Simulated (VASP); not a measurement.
# SnO2 (Cassiterite) (P4_2/mnm) in VASP: settings compared, part 3 of 3

VASP 6.6.1. The steps go on from the part before.

### 5 Dielectric tensor, LDA

This run uses another cell than the first one, of 11.90 Å³/atom, 0.945 times its volume.

INCAR

```
  PREC = Accurate
  ENCUT = 600
  EDIFF = 1E-8
  ISMEAR = 0
  SIGMA = 0.03
  LREAL = F
  LASPH = T
  NELM = 80
  ALGO = Fast
  ISIF = 2
  LWAVE = F
  LCHARG = F
  LEPSILON = T
  KPAR = 2
```

KPOINTS

```
Automatic mesh
0
Gamma
  6 6 8
```

POSCAR

```
SnO2                                    
1.0
    4.7271415354      0.0000000000      0.0000000000
    0.0000000000      4.7271415354      0.0000000000
    0.0000000000      0.0000000000      3.1962257091
  Sn              O             
     2     4
Direct
     1.0000000000000000    0.0000000000000000    0.0000000000000000
     0.5000000000000000    0.5000000000000000    0.5000000000000000
     0.3060408709230222    0.3060408709230222    1.0000000000000000
     0.1939591290769777    0.8060408709230222    0.5000000000000000
     0.6939591290769778    0.6939591290769778    0.0000000000000000
     0.8060408709230222    0.1939591290769777    0.5000000000000000
```

Potentials or basis: VASP PAW LDA potentials, release 64 (Sn_d, O).

Started as:

```
> cat potpaw_LDA.64/Sn_d/POTCAR potpaw_LDA.64/O/POTCAR > POTCAR
> mpirun -np 2 vasp_std > vasp.out
```

OUTCAR:

```text
PREC = Accurate
   ENCUT = 600
   EDIFF = 1E-8
   ISMEAR = 0
   LREAL = F
   LASPH = T
   NELM = 80
   ISIF = 2
   LEPSILON = T

 ion  position               nearest neighbor table
   1  0.000  0.000  0.000-   3 2.05   5 2.05   4 2.06   6 2.06   4 2.06   6 2.06   2 3.70   2 3.70
                             2 3.70   2 3.70   2 3.70   2 3.70   2 3.70   2 3.70
   2  0.500  0.500  0.500-   4 2.05   6 2.05   5 2.06   3 2.06   3 2.06   5 2.06   1 3.70   1 3.70
                             1 3.70   1 3.70   1 3.70   1 3.70   1 3.70   1 3.70
   3  0.306  0.306  0.000-   1 2.05   2 2.06   2 2.06
   4  0.194  0.806  0.500-   2 2.05   1 2.06   1 2.06
   5  0.694  0.694  0.000-   1 2.05   2 2.06   2 2.06
   6  0.806  0.194  0.500-   2 2.05   1 2.06   1 2.06

  LATTYP: Found a simple tetragonal cell.
 ALAT       =     4.7271415354
 C/A-ratio  =     0.6761434337

  Lattice vectors:

 A1 = (   4.7271415354,   0.0000000000,   0.0000000000)
 A2 = (   0.0000000000,   4.7271415354,   0.0000000000)
 A3 = (   0.0000000000,   0.0000000000,   3.1962257091)

Analysis of symmetry for initial positions (statically):
=====================================================================
 Subroutine PRICEL returns:
 Original cell was already a primitive cell.

 Routine SETGRP: Setting up the symmetry group for a
 simple tetragonal supercell.

 Subroutine GETGRP returns: Found 16 space group operations
 (whereof  8 operations were pure point group operations)
 out of a pool of 16 trial point group operations.

The static configuration has the point symmetry D_2h.
 The point group associated with its full space group is D_4h.

Analysis of symmetry for dynamics (positions and initial velocities):
=====================================================================
 Subroutine PRICEL returns:
 Original cell was already a primitive cell.

 Routine SETGRP: Setting up the symmetry group for a
 simple tetragonal supercell.

 Subroutine GETGRP returns: Found 16 space group operations
 (whereof  8 operations were pure point group operations)
 out of a pool of 16 trial point group operations.

The dynamic configuration has the point symmetry D_2h.
 The point group associated with its full space group is D_4h.

 Subroutine INISYM returns: Found 16 space group operations
 (whereof  8 operations are pure point group operations),
 and found     1 'primitive' translations

----------------------------------------------------------------------------------------

                                     Primitive cell

  volume of cell :      71.4224

  direct lattice vectors                    reciprocal lattice vectors
     4.727141535  0.000000000  0.000000000     0.211544332  0.000000000  0.000000000
     0.000000000  4.727141535  0.000000000     0.000000000  0.211544332  0.000000000
     0.000000000  0.000000000  3.196225709     0.000000000  0.000000000  0.312869018

  length of vectors
     4.727141535  4.727141535  3.196225709     0.211544332  0.211544332  0.312869018

  position of ions in fractional coordinates (direct lattice)
     0.000000000  0.000000000  0.000000000
     0.500000000  0.500000000  0.500000000
[... 964 lines left out ...]
  energy-cutoff  :      600.00
  volume of cell :       71.42
      direct lattice vectors                 reciprocal lattice vectors
     4.727141535  0.000000000  0.000000000     0.211544332  0.000000000  0.000000000
     0.000000000  4.727141535  0.000000000     0.000000000  0.211544332  0.000000000
     0.000000000  0.000000000  3.196225709     0.000000000  0.000000000  0.312869018

 POSITION                                       TOTAL-FORCE (eV/Angst)
 -----------------------------------------------------------------------------------
      0.00000      0.00000      0.00000         0.000000      0.000000     -0.000000
      2.36357      2.36357      1.59811         0.000000      0.000000     -0.000000
      1.44670      1.44670      0.00000         0.000430      0.000430     -0.000000
      0.91687      3.81027      1.59811        -0.000430      0.000430     -0.000000
      3.28044      3.28044      0.00000        -0.000430     -0.000430      0.000000
      3.81027      0.91687      1.59811         0.000430     -0.000430      0.000000
 -----------------------------------------------------------------------------------
    total drift:                                0.000000      0.000000     -0.000000

  FREE ENERGIE OF THE ION-ELECTRON SYSTEM (eV)
  ---------------------------------------------------
  free  energy   TOTEN  =       -42.2920839182 eV

  energy  without entropy=      -42.2920839182  energy(sigma->0) =      -42.29208392

 HEAD OF MICROSCOPIC STATIC DIELECTRIC TENSOR (INDEPENDENT PARTICLE, excluding Hartree and local field effects)
 ------------------------------------------------------
           4.500171    -0.000000     0.000000
          -0.000000     4.500171     0.000000
           0.000000     0.000000     4.806049
 ------------------------------------------------------

 Free energy of the ion-electron system (eV)
  ---------------------------------------------------
  ---------------------------------------------------
  free energy    TOTEN  =        -0.69359743 eV

  energy without entropy =       -0.69359743

------------------------ aborting loop because EDIFF is reached ----------------------------------------

--------------------------------------- Ionic step        2  -------------------------------------------

------------------------ aborting loop because EDIFF is reached ----------------------------------------

--------------------------------------- Ionic step        3  -------------------------------------------

 Free energy of the ion-electron system (eV)
  ---------------------------------------------------
  ---------------------------------------------------
  free energy    TOTEN  =        -0.75379814 eV

  energy without entropy =       -0.75379814

------------------------ aborting loop because EDIFF is reached ----------------------------------------

 PIEZOELECTRIC TENSOR FIELD DIRECTION 3  (e Angst)
 -----------------------------------------------------------------------------
     0.00171  0.00000  0.00000           ( -0.00001 -0.00000  0.00000)
    -0.00000  0.00171  0.00000           ( -0.00000 -0.00001  0.00000)
     0.00000  0.00000 -0.00539           (  0.00000  0.00000 -0.00017)

 PIEZOELECTRIC TENSOR FIELD DIRECTION 3  (C/m^2)
 -----------------------------------------------------------------------------
     0.00038  0.00000  0.00000
    -0.00000  0.00038  0.00000
     0.00000  0.00000 -0.00121

 MACROSCOPIC STATIC DIELECTRIC TENSOR (including local field effects in DFT)
 ------------------------------------------------------
           4.365867     0.000000     0.000000
           0.000000     4.365867     0.000000
           0.000000     0.000000     4.654570
 ------------------------------------------------------

 PIEZOELECTRIC TENSOR (including local field effects)  for field in x, y, z        (e  Angst)
          XX          YY          ZZ          XY          YZ          ZX
  --------------------------------------------------------------------------------
  x     0.00000     0.00000     0.00000     0.00000     0.00000     0.00000
  y     0.00000     0.00000     0.00000     0.00000     0.00000     0.00000
  z     0.00000     0.00000     0.00000     0.00000     0.00000     0.00000

 PIEZOELECTRIC TENSOR (including local field effects)  for field in x, y, z        (C/m^2)
          XX          YY          ZZ          XY          YZ          ZX
  --------------------------------------------------------------------------------
  x     0.00000     0.00000     0.00000     0.00000     0.00000     0.00000
  y     0.00000     0.00000     0.00000     0.00000     0.00000     0.00000
  z     0.00000     0.00000     0.00000     0.00000     0.00000     0.00000

 BORN EFFECTIVE CHARGES (including local field effects) (in |e|, cummulative output)
 ---------------------------------------------------------------------------------
 ion    1
    1     4.07194     0.42923     0.00000
    2     0.42923     4.07194     0.00000
    3     0.00000     0.00000     4.46318
 ion    2
    1     4.07194    -0.42923     0.00000
    2    -0.42923     4.07194     0.00000
    3     0.00000     0.00000     4.46318
 ion    3
    1    -2.03597    -0.69162     0.00000
    2    -0.69162    -2.03597     0.00000
    3     0.00000     0.00000    -2.23159
 ion    4
    1    -2.03597     0.69162     0.00000
    2     0.69162    -2.03597     0.00000
    3     0.00000     0.00000    -2.23159
 ion    5
    1    -2.03597    -0.69162     0.00000
    2    -0.69162    -2.03597     0.00000
    3     0.00000     0.00000    -2.23159
 ion    6
    1    -2.03597     0.69162     0.00000
    2     0.69162    -2.03597     0.00000
    3     0.00000     0.00000    -2.23159
```

Run time: 6.1 min. Hardware: 2 MPI ranks of Intel Xeon 6975P-C (Granite Rapids), shared host; peak memory 0.57 GiB.

Results:

```
Band gap on the k mesh                  : 1.15 eV, direct
Electronic dielectric tensor (diagonal) : 4.37, 4.37, 4.65
Born charges (mean of the diagonal)     : Sn +4.20; O -2.10 e
```

Electronic dielectric tensor:
```
4.37 0.00 0.00
0.00 4.37 0.00
0.00 0.00 4.65
```

Born effective charge tensors (e):
atom 1, Sn
```
4.07 0.43 0.00
0.43 4.07 0.00
0.00 0.00 4.46
```
atom 2, Sn
```
 4.07 -0.43  0.00
-0.43  4.07  0.00
 0.00  0.00  4.46
```
atom 3, O
```
-2.04 -0.69  0.00
-0.69 -2.04  0.00
 0.00  0.00 -2.23
```
atom 4, O
```
-2.04  0.69  0.00
 0.69 -2.04  0.00
 0.00  0.00 -2.23
```
atom 5, O
```
-2.04 -0.69  0.00
-0.69 -2.04  0.00
 0.00  0.00 -2.23
```
atom 6, O
```
-2.04  0.69  0.00
 0.69 -2.04  0.00
 0.00  0.00 -2.23
```

Caveat: spin-orbit coupling is left out, which moves the levels of the heavy elements.

### 6 The runs side by side

| task | level | potentials or basis | cell | by perturbation theory | gap on the mesh (eV) |
| --- | --- | --- | --- | --- | --- |
| phonons | PBE | VASP PAW PBE potentials, release 64 (Sn_d, O) | P4_2/mnm, 12.6 Å³/atom | no | - |
| dielectric tensor | PBE | VASP PAW PBE potentials, release 64 (Sn_d, O) | P4_2/mnm, 12.6 Å³/atom | - | 0.64 |
| phonons | LDA | VASP PAW LDA potentials, release 64 (Sn_d, O) | P4_2/mnm, 11.9 Å³/atom | no | - |
| dielectric tensor | LDA | VASP PAW LDA potentials, release 64 (Sn_d, O) | P4_2/mnm, 11.9 Å³/atom | - | 1.15 |

Alike in all rows: no spin polarisation; k mesh 6 × 6 × 8; cutoff (eV) 600; smearing gaussian 0.03 eV.

Caveats: spin-orbit coupling is left out, which moves the levels of the heavy elements (some runs); the gap is small at this level, which inflates the dielectric constant (some runs).

Absolute energies hang on the potentials; compare differences alone.
